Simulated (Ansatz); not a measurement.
Crystal: NiSb (Breithauptite).

```xyz
4
Lattice="3.9280 0.0000 0.0000 -1.9640 3.4017 0.0000 0.0000 0.0000 5.1200" Properties=species:S:1:pos:R:3 pbc="T T T"
Sb    1.9640    1.1339    3.8400
Sb    0.0000    2.2678    1.2800
Ni    0.0000    0.0000    2.5600
Ni    0.0000    0.0000    0.0000
```

Base run:

```yaml
Program: Ansatz 0.2.0
Functional: RPBE
Potentials_or_basis: Ansatz PAW
Cutoff: "420 eV (not typed: the program's choice for these potentials)"
k_mesh: 8 × 8 × 5
Occupations: gaussian, width 0.1 eV
Spin: collinear spin, ferromagnetic start
Starting_moments: "[0.0, 0.0, 1.0, 1.0] μB"
```

Its results: band gap on the k mesh none (metal or under the smearing width); pressure 6.6 GPa; net moment 0.00 μB per cell.

Task: The run is repeated on the same cell with these changes: functional from RPBE to PBE; occupations from gaussian, width 0.1 eV to gaussian, width 0.02 eV. What comes out?

Result: Band gap on the k mesh none (metal or under the smearing width); pressure 3.6 GPa; net moment 0.00 μB per cell.

Caveats: the starting moments weren't kept; the PAW data sets come from PBE, with cores solved anew for the run's functional, which leaves a small shift of forces and pressure (some runs).
